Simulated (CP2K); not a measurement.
Crystal: SnO2 (Cassiterite).

```
Sn O
1.0
     4.73800    0.00000    0.00000
     0.00000    4.73800    0.00000
     0.00000    0.00000    3.18650
Sn O
2 4
Cartesian
  2.3690 2.3690 1.5933
  0.0000 0.0000 0.0000
  3.8240 0.9140 1.5933
  3.2830 3.2830 0.0000
  0.9140 3.8240 1.5933
  1.4550 1.4550 0.0000
```

Program: CP2K 2026.2. Alike in all runs: task band structure; no spin polarisation; cell as given; k mesh 6 × 6 × 8.

Question: Order these runs on this cell by their band gap on the k mesh, lowest first.
A. level PBEsol; potentials or basis POTENTIAL_UZH Sn GTH-PBE-q4, O GTH-PBE-q6; TZVP-MOLOPT-PBE-GTH basis; smearing fermi-dirac 0.05 eV; EPS_DEFAULT 1.0E-10; NGRIDS 5; points a segment of the path (NPOINTS) 10; bands added on the path 4; CUTOFF of the grids 600 Ry
B. level r2SCAN; potentials or basis POTENTIAL_UZH Sn GTH-SCAN-q4, O GTH-SCAN-q6; TZVP-MOLOPT-SCAN-GTH basis; smearing fermi-dirac 0.01 eV; EPS_DEFAULT 1.0E-9; NGRIDS 5; points a segment of the path (NPOINTS) 10; bands added on the path 4; CUTOFF of the grids 850 Ry
C. level TB-mBJ; potentials or basis POTENTIAL_UZH Sn GTH-PBE-q4, O GTH-PBE-q6; TZVP-MOLOPT-PBE-GTH basis; smearing fermi-dirac 0.1 eV; EPS_DEFAULT 1.0E-10; NGRIDS 4; points a segment of the path (NPOINTS) 6; bands added on the path 6; CUTOFF of the grids 850 Ry

Answer: A (1.02 eV), B (1.77 eV), C (2.14 eV).

Caveats: spin-orbit coupling is left out, which moves the levels of the heavy elements; the basis of atomic orbitals isn't converged, which shifts pressures, moduli and gaps; this is a model potential without an energy functional, so only levels have meaning (some runs).

A k mesh can miss the band edges.

Not every run made on this cell is shown here.
